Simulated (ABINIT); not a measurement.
# MoS2 (P-3m1) in ABINIT: notebook

The runs below take MoS2 through band structure, with HCTH407, revPBE, BLYP, rPW86PBE, PW91.

Everything below comes from runs of ABINIT 10.8.3 (patched build). Logs are shortened: lines on timing, memory, paths and dates and some standing lists are left out, and cuts for length are marked. The log counts tension as positive stress, the text compression.

### 1 The structure

The structure is trigonal, space group P-3m1 (No. 164). The conventional cell has a = 3.227 Å, b = 3.227 Å, c = 6.312 Å, α = 90.00°, β = 90.00°, γ = 120.00°. Mo (site symmetry -3m) is surrounded by 6 S at 2.42 Å. Around S (site symmetry 3m) lie 3 Mo at 2.42 Å.

Measurements of this composition are mostly on another form, of space group No. 194.

### 2 Band structure, HCTH407

Input file run.abi:

```
ndtset 2

pp_dirpath "./"
pseudos "Mo.GGA_PBE-JTH.xml, S.GGA_PBE-JTH.xml"

acell 3.2274645616 3.2274645615 6.31247342 Angstrom
rprim
     1.0000000000     0.0000000000     0.0000000000
    -0.5000000000     0.8660254038     0.0000000000
     0.0000000000     0.0000000000     1.0000000000
ntypat 2
znucl 42 16
natom 3
typat 1 2 2
xred
     0.0000000000     0.0000000000     0.5000000000
     0.6666666667     0.3333333333     0.7446806800
     0.3333333333     0.6666666667     0.2553193200

ecut 20.0
pawecutdg 40.0

ixc 27

occopt 3
tsmear 0.00183747

nstep 100

iomode 3
prtwf 0
prteig 0
prtebands 0
enunit 1
prtden1 1

kptopt1 1
ngkpt1 9 9 4
nshiftk1 1
shiftk1 0.0 0.0 0.0
nband1 17
tolvrs1 1.0e-9

iscf2 -2
getden2 1
nband2 21
nbdbuf2 2
tolwfr2 1.0e-12
kptopt2 -7
ndivsm2 6
prteig2 1
prtvol2 -3
kptbounds2
     0.0000000000     0.0000000000     0.0000000000
     0.5000000000     0.0000000000     0.0000000000
     0.3333333333     0.3333333333     0.0000000000
     0.0000000000     0.0000000000     0.0000000000
     0.0000000000     0.0000000000     0.5000000000
     0.5000000000     0.0000000000     0.5000000000
     0.3333333333     0.3333333333     0.5000000000
     0.0000000000     0.0000000000     0.5000000000
```

Potentials or basis: JTH PAW PBE v2.0.

The run is started by

```console
$ abinit run.abi > log 2>&1
```

run.abo:

```text
.Version 10.8.3 of ABINIT
 DATASET    1 : space group P-3 m 1 (#164); Bravais hP (primitive hexag.)
================================================================================
 Values of the parameters that define the memory need for DATASET  1.
     intxc =       0    ionmov =       0      iscf =       7    lmnmax =      18
     lnmax =       6     mgfft =      50  mpssoang =       3    mqgrid =    3397
     natom =       3  nloc_mem =       2    nspden =       1   nspinor =       1
    nsppol =       1      nsym =      12    n1xccc =       1    ntypat =       2
    occopt =       3   xclevel =       2
       mpw =        1662          nfft =       36450          nkpt =          43
 PAW method is used; the additional fine FFT grid is defined by:
   mgfftf=        72    nfftf =     93312
================================================================================
================================================================================

 DATASET    2 : space group P-3 m 1 (#164); Bravais hP (primitive hexag.)
================================================================================
 Values of the parameters that define the memory need for DATASET  2.
     intxc =       0    ionmov =       0      iscf =      -2    lmnmax =      18
     lnmax =       6     mgfft =      50  mpssoang =       3    mqgrid =    3397
     natom =       3  nloc_mem =       2    nspden =       1   nspinor =       1
    nsppol =       1      nsym =      12    n1xccc =       1    ntypat =       2
    occopt =       3   xclevel =       2
       mpw =        1666          nfft =       36450          nkpt =          83
 PAW method is used; the additional fine FFT grid is defined by:
   mgfftf=        72    nfftf =     93312
================================================================================
================================================================================

--------------------------------------------------------------------------------
------------- Echo of variables that govern the present computation ------------
--------------------------------------------------------------------------------
 -outvars: echo values of preprocessed input variables --------
            acell      6.0990241025E+00  6.0990241023E+00  1.1928845941E+01 Bohr
              amu      9.59400000E+01  3.20660000E+01
             ecut      2.00000000E+01 Hartree
           enunit           1
           getden1          0
           getden2          1
             iscf1          7
             iscf2         -2
              ixc          27
           jdtset        1    2
           kptopt1          1
           kptopt2         -7
         kptrlatt        9    0    0      0    9    0      0    0    4
          kptrlen1     4.77153838E+01
          kptrlen2     3.00000000E+01
            natom           3
            nband1         17
            nband2         21
           nbdbuf1          0
           nbdbuf2          2
           ndtset           2
           ndivsm1          0
           ndivsm2          6
            ngfft          27      27      50
          ngfftdg          36      36      72
             nkpt1         43
             nkpt2         83
            nstep         100
             nsym          12
           ntypat           2
           occopt           3
        pawecutdg      4.00000000E+01 Hartree
         pawxcdev           0
        prtebands           0
           prteig1          0
           prteig2          1
           prtvol1          0
           prtvol2         -3
            prtwf           0
            rprim      1.0000000000E+00  0.0000000000E+00  0.0000000000E+00
                      -5.0000000000E-01  8.6602540380E-01  0.0000000000E+00
                       0.0000000000E+00  0.0000000000E+00  1.0000000000E+00
           shiftk1     0.00000000E+00  0.00000000E+00  0.00000000E+00
           shiftk2     5.00000000E-01  5.00000000E-01  5.00000000E-01
          spgroup         164
           tolvrs1     1.00000000E-09
           tolvrs2     0.00000000E+00
           tolwfr1     0.00000000E+00
           tolwfr2     1.00000000E-12
           tsmear      1.83747000E-03 Hartree
            typat      1  2  2
           useylm           1
           xangst      0.0000000000E+00  0.0000000000E+00  3.1562367100E+00
                       1.6137322808E+00  9.3168876671E-01  4.7007769989E+00
                       3.3332820768E-11  1.8633775334E+00  1.6116964211E+00
            xcart      0.0000000000E+00  0.0000000000E+00  5.9644229704E+00
                       3.0495120513E+00  1.7606366037E+00  8.8831811069E+00
                       6.2989902255E-11  3.5212732073E+00  3.0456648340E+00
             xred      0.0000000000E+00  0.0000000000E+00  5.0000000000E-01
[... 241 lines left out ...]
 R(3)=  0.0000000  0.0000000 11.9288459  G(3)=  0.0000000  0.0000000  0.0838304
 Unit cell volume ucvol=  3.8428175E+02 bohr^3
 Angles (23,13,12)=  9.00000000E+01  9.00000000E+01  1.20000000E+02 degrees

 Coarse grid specifications (used for wave-functions):

 getcut: wavevector=  0.0000  0.0000  0.0000  ngfft=  27  27  50
         ecut(hartree)=     20.000   => boxcut(ratio)=   2.08205

 Fine grid specifications (used for densities):

 getcut: wavevector=  0.0000  0.0000  0.0000  ngfft=  36  36  72
         ecut(hartree)=     40.000   => boxcut(ratio)=   2.07323
--------------------------------------------------------------------------------

================================================================================
 Non-SCF case, kpt    1 (  0.00000  0.00000  0.00000), residuals and eigenvalues=
  3.74E-13  6.04E-13  3.56E-13  1.95E-13  9.27E-13  7.15E-13  4.86E-13  4.34E-13
  5.00E-13  3.22E-13  9.36E-13  8.77E-13  3.32E-13  9.31E-13  1.42E-13  7.31E-13
  3.60E-13  8.94E-13  9.56E-13  1.51E-10  1.25E-05
 -2.0081E+00 -1.0523E+00 -1.0523E+00 -1.0523E+00 -2.6962E-01 -2.1862E-01
  3.4146E-02  1.2606E-01  1.2606E-01  2.0514E-01  2.3710E-01  2.3852E-01
  2.3852E-01  2.5931E-01  2.5931E-01  3.8728E-01  3.8728E-01  5.0766E-01
  5.1797E-01  6.2875E-01  6.2878E-01
 Non-SCF case, kpt    2 (  0.03571  0.00000  0.00000), residuals and eigenvalues=
  3.76E-13  5.78E-13  2.44E-13  2.70E-13  3.95E-13  4.03E-13  6.75E-13  9.51E-13
  1.99E-13  8.76E-13  8.29E-13  5.18E-13  9.31E-13  8.28E-13  7.71E-13  4.94E-13
[... 639 lines left out ...]
  5.49E-13  7.87E-13  7.43E-13  9.90E-13  6.52E-13  9.20E-13  5.86E-13  6.21E-13
  4.79E-13  8.64E-13  7.07E-13  3.45E-06  5.39E-05
 -2.0081E+00 -1.0524E+00 -1.0523E+00 -1.0523E+00 -2.6264E-01 -2.2832E-01
  6.1554E-02  1.2127E-01  1.2681E-01  1.5197E-01  2.3277E-01  2.3300E-01
  2.5520E-01  2.6156E-01  2.7407E-01  3.8996E-01  3.9202E-01  5.0945E-01
  5.6995E-01  6.2976E-01  6.3190E-01
 Non-SCF case, kpt   83 (  0.00000  0.00000  0.50000), residuals and eigenvalues=
  2.75E-13  2.06E-13  8.26E-13  5.06E-13  3.29E-13  5.66E-13  2.31E-13  6.96E-13
  5.14E-13  8.82E-13  4.85E-13  3.90E-13  5.37E-13  3.43E-13  6.80E-13  6.31E-13
  6.77E-13  8.14E-13  9.50E-13  1.04E-05  8.46E-13
 -2.0081E+00 -1.0523E+00 -1.0523E+00 -1.0523E+00 -2.6334E-01 -2.2854E-01
  6.0665E-02  1.2640E-01  1.2640E-01  1.4705E-01  2.3833E-01  2.3833E-01
  2.5693E-01  2.5693E-01  2.6887E-01  3.9259E-01  3.9259E-01  5.0622E-01
  5.6764E-01  6.3049E-01  6.3215E-01

--- !ResultsGS
iteration_state: {dtset: 2, }
comment   : Summary of ground state results
lattice_vectors:
- [  6.0990241,   0.0000000,   0.0000000, ]
- [ -3.0495121,   5.2819098,   0.0000000, ]
- [  0.0000000,   0.0000000,  11.9288459, ]
lattice_lengths: [   6.09902,    6.09902,   11.92885, ]
lattice_angles: [ 90.000,  90.000, 120.000, ] # degrees, (23, 13, 12)
lattice_volume:   3.8428175E+02
convergence: {deltae:  0.000E+00, res2:  0.000E+00, residm:  9.989E-13, diffor:  0.000E+00, }
etotal    :  -8.98578647E+01
entropy   :   0.00000000E+00
fermie    :   2.73052464E-01
cartesian_stress_tensor: null
pressure_GPa: null
xred      :
- [  0.0000E+00,   0.0000E+00,   5.0000E-01, Mo]
- [  6.6667E-01,   3.3333E-01,   7.4468E-01,  S]
- [  3.3333E-01,   6.6667E-01,   2.5532E-01,  S]
cartesian_forces: null
force_length_stats: {min: null, max: null, mean: null, }
...

 Integrated electronic density in atomic spheres:
 ------------------------------------------------
 Atom  Sphere_radius  Integrated_density
    1        2.20740         11.27261075
    2        1.90380          3.60905461
    3        1.90380          3.60905461

================================================================================

 ----iterations are completed or convergence reached----

 Mean square residual over all n,k,spin=   56.364E-14; max=  99.887E-14
 reduced coordinates (array xred) for    3 atoms
       0.000000000000      0.000000000000      0.500000000000
       0.666666666667      0.333333333333      0.744680680000
       0.333333333333      0.666666666667      0.255319320000

 cartesian coordinates (angstrom) at end:
    1      0.00000000000000     0.00000000000000     3.15623671000000
    2      1.61373228081667     0.93168876670774     4.70077699888753
    3      0.00000000003333     1.86337753341549     1.61169642111247
 length scales=  6.099024102497  6.099024102308 11.928845940872 bohr
              =  3.227464561600  3.227464561500  6.312473420000 angstroms
 Eigenvalues (   eV  ) for nkpt=  83  k points:
 kpt#   1, nband= 21, wtk=  1.00000, kpt=  0.0000  0.0000  0.0000 (reduced coord)
 -54.64420  -28.63476  -28.63414  -28.63414   -7.33681   -5.94909    0.92916    3.43034
   3.43034    5.58227    6.45178    6.49040    6.49040    7.05627    7.05627   10.53850
  10.53850   13.81425   14.09461   17.10923   17.11000
 kpt#   2, nband= 21, wtk=  1.00000, kpt=  0.0357  0.0000  0.0000 (reduced coord)
 -54.64376  -28.63805  -28.63502  -28.63398   -7.31789   -5.94504    0.95360    3.37934
   3.44136    5.61522    6.31967    6.37524    6.45775    7.14234    7.16899   10.48492
  10.52976   13.91772   14.16199   17.04535   17.17512
 kpt#   3, nband= 21, wtk=  1.00000, kpt=  0.0714  0.0000  0.0000 (reduced coord)
 -54.64268  -28.64964  -28.63769  -28.63171   -7.26175   -5.93312    1.02605    3.24372
   3.47267    5.67346    5.98181    6.15410    6.44745    7.28452    7.38161   10.35231
  10.50741   14.19769   14.34945   16.89996   17.36364
 kpt#   4, nband= 21, wtk=  1.00000, kpt=  0.1071  0.0000  0.0000 (reduced coord)
 -54.64090  -28.66825  -28.64196  -28.62803   -7.16985   -5.91368    1.14410    3.06077
   3.51931    5.43202    5.84620    5.92407    6.42459    7.41572    7.59629   10.20619
  10.48293   14.58636   14.61560   16.75381   17.65928
 kpt#   5, nband= 21, wtk=  1.00000, kpt=  0.1429  0.0000  0.0000 (reduced coord)
[... 301 lines left out ...]
   3.52299    4.59668    5.53908    5.76950    6.87735    7.53442    7.92430   10.20735
  10.53464   14.45736   15.89083   16.75189   17.16873
 kpt#  81, nband= 21, wtk=  1.00000, kpt=  0.0417  0.0417  0.5000 (reduced coord)
 -54.64266  -28.64988  -28.63786  -28.63167   -7.08988   -6.19531    1.74649    3.04196
   3.48123    4.37345    5.97747    6.06603    6.90397    7.33467    7.69410   10.42815
  10.61922   14.10400   15.67833   16.96185   17.17705
 kpt#  82, nband= 21, wtk=  1.00000, kpt=  0.0208  0.0208  0.5000 (reduced coord)
 -54.64379  -28.63814  -28.63507  -28.63400   -7.14681   -6.21293    1.67496    3.29992
   3.45063    4.13532    6.33393    6.34032    6.94431    7.11749    7.45771   10.61126
  10.66753   13.86272   15.50901   17.13653   17.19485
 kpt#  83, nband= 21, wtk=  1.00000, kpt=  0.0000  0.0000  0.5000 (reduced coord)
 -54.64418  -28.63480  -28.63414  -28.63414   -7.16597   -6.21887    1.65079    3.43961
   3.43961    4.00138    6.48528    6.48528    6.99140    6.99140    7.31623   10.68294
  10.68294   13.77508   15.44624   17.15660   17.20170

== END DATASET(S) ==============================================================
================================================================================

 -outvars: echo values of variables after computation  --------
            acell      6.0990241025E+00  6.0990241023E+00  1.1928845941E+01 Bohr
           etotal1    -8.9857864667E+01
            fcart1     1.0301383875E-28  3.9933259628E-28 -0.0000000000E+00
                      -7.3581313390E-29 -4.6730410203E-28 -6.6731761393E-03
                      -2.9432525356E-29  6.7971505750E-29  6.6731761393E-03
            rprim      1.0000000000E+00  0.0000000000E+00  0.0000000000E+00
                      -5.0000000000E-01  8.6602540380E-01  0.0000000000E+00
                       0.0000000000E+00  0.0000000000E+00  1.0000000000E+00
           strten1     2.9592139260E-05  2.9592139417E-05 -3.6044011143E-05
                       0.0000000000E+00  0.0000000000E+00 -1.0817223111E-13
           xangst      0.0000000000E+00  0.0000000000E+00  3.1562367100E+00
                       1.6137322808E+00  9.3168876671E-01  4.7007769989E+00
                       3.3332820768E-11  1.8633775334E+00  1.6116964211E+00
             xred      0.0000000000E+00  0.0000000000E+00  5.0000000000E-01
                       6.6666666667E-01  3.3333333333E-01  7.4468068000E-01
                       3.3333333333E-01  6.6666666667E-01  2.5531932000E-01
 Calculation completed.
```

Wall time 2 min (1 thread of Arm Neoverse V1, shared host); peak memory 0.15 GiB.

Results:

```yaml
Free_energy: -2445.1571 eV
Pressure: -0.2 GPa
Largest_force: 0.343 eV/Å
Band_gap_on_the_k_mesh: none (metal or under the smearing width)
Valence_electrons_inside_the_program's_atomic_spheres: Mo 11.27; S 3.61
```

Forces in eV/Å, atoms in the order of the input:
```
Mo   0.000  0.000  0.000
S    0.000  0.000 -0.343
S    0.000  0.000  0.343
```

Levels at the corners of the path, in eV from the Fermi level:
| point | band 9 | band 10 | band 11 | band 12 | band 13 | band 14 | band 15 | band 16 | band 17 | band 18 |
| --- | --- | --- | --- | --- | --- | --- | --- | --- | --- | --- |
| Γ | -4.00 | -1.85 | -0.98 | -0.94 | -0.94 | -0.37 | -0.37 | 3.11 | 3.11 | 6.38 |
| M | -4.68 | -4.07 | -3.15 | -1.78 | -1.70 | 0.88 | 1.67 | 3.52 | 3.93 | 5.89 |
| K | -5.27 | -3.86 | -3.86 | -3.39 | 0.63 | 0.77 | 0.77 | 2.93 | 2.93 | 6.29 |
| Γ | -4.00 | -1.85 | -0.98 | -0.94 | -0.94 | -0.37 | -0.37 | 3.11 | 3.11 | 6.38 |
| A | -3.99 | -3.43 | -0.94 | -0.94 | -0.44 | -0.44 | -0.11 | 3.25 | 3.25 | 6.34 |
| L | -4.70 | -4.12 | -2.43 | -2.03 | -1.63 | 0.88 | 1.67 | 3.23 | 4.71 | 4.99 |
| H | -5.10 | -3.82 | -3.82 | -3.68 | 0.39 | 0.39 | 0.63 | 3.57 | 3.57 | 7.94 |
| A | -3.99 | -3.43 | -0.94 | -0.94 | -0.44 | -0.44 | -0.11 | 3.25 | 3.25 | 6.34 |

Caveat: the PAW data sets were made with another functional, which shifts forces and pressure a little.

### 3 Band structure, revPBE

run.abi: that of step 2 with these lines changed.

```diff
@@ -1,3 +1,5 @@
+# Datasets: ground state, then fixed potential
 ndtset 2
 
+# Pseudopotentials
 pp_dirpath "./"
@@ -5,3 +7,4 @@
 
-acell 3.2274645616 3.2274645615 6.31247342 Angstrom
+# Structure
+acell 6.0990240984 6.0990240983 11.9288459328
 rprim
@@ -14,17 +17,22 @@
 typat 1 2 2
-xred
-     0.0000000000     0.0000000000     0.5000000000
-     0.6666666667     0.3333333333     0.7446806800
-     0.3333333333     0.6666666667     0.2553193200
+xcart
+     0.0000000000     0.0000000000     3.1562367100
+     1.6137322810     0.9316887666     4.7007769989
+    -0.0000000002     1.8633775335     1.6116964211 Angstrom
 
-ecut 20.0
+# Plane-wave basis
+ecut 544.227725 eV
 pawecutdg 40.0
 
-ixc 27
+# Exchange and correlation
+ixc 14
 
+# Bands and occupations
 occopt 3
-tsmear 0.00183747
+tsmear 0.05 eV
 
+# SCF cycle
 nstep 100
 
+# Output
 iomode 3
@@ -33,5 +41,5 @@
 prtebands 0
-enunit 1
 prtden1 1
 
+# Dataset 1
 kptopt1 1
@@ -43,2 +51,3 @@
 
+# Dataset 2: bands along G-M-K-G-A-L-H-A
 iscf2 -2
@@ -49,3 +58,3 @@
 kptopt2 -7
-ndivsm2 6
+ndivsm2 8
 prteig2 1
```

Potentials or basis: JTH PAW PBE v2.0.

The run is started by

```console
$ abinit run.abi > log 2>&1
```

It took 2.1 min on 1 thread of Arm Neoverse V1, shared host; peak memory 0.16 GiB.

Results (log left out):

| Quantity | Value |
| --- | --- |
| Free energy | -2433.4406 eV |
| Pressure | 2.8 GPa |
| Largest force | 0.327 eV/Å |
| Band gap on the k mesh | none (metal or under the smearing width) |
| Valence electrons inside the program's atomic spheres | Mo 11.22; S 3.57 |

Forces on the atoms (eV/Å):
```
Mo   0.000  0.000  0.000
S    0.000  0.000  0.327
S    0.000  0.000 -0.327
```

Stress tensor (GPa, compression positive):
```
1.84 0.00 0.00
0.00 1.84 0.00
0.00 0.00 4.70
```

Levels at the corners of the path, in eV from the Fermi level:
```csv
point,band 10,band 11,band 12,band 13,band 14,band 15,band 16,band 17
Γ,-1.85,-1.03,-0.94,-0.94,-0.34,-0.34,3.18,3.18
M,-4.09,-3.19,-1.78,-1.73,0.94,1.72,3.61,3.87
K,-3.88,-3.88,-3.44,0.64,0.81,0.81,2.90,2.90
Γ,-1.85,-1.03,-0.94,-0.94,-0.34,-0.34,3.18,3.18
A,-3.54,-0.95,-0.95,-0.40,-0.40,-0.08,3.33,3.33
L,-4.14,-2.43,-2.09,-1.63,0.94,1.73,3.30,4.65
H,-3.82,-3.82,-3.77,0.38,0.38,0.65,3.62,3.62
A,-3.54,-0.95,-0.95,-0.40,-0.40,-0.08,3.33,3.33
```

Caveat: the PAW data sets were made with another functional, which shifts forces and pressure a little; this functional lacks dispersion, which binds the layers, so the pressure and a relaxed spacing across them are unreliable.

[end of part 1 of 2]
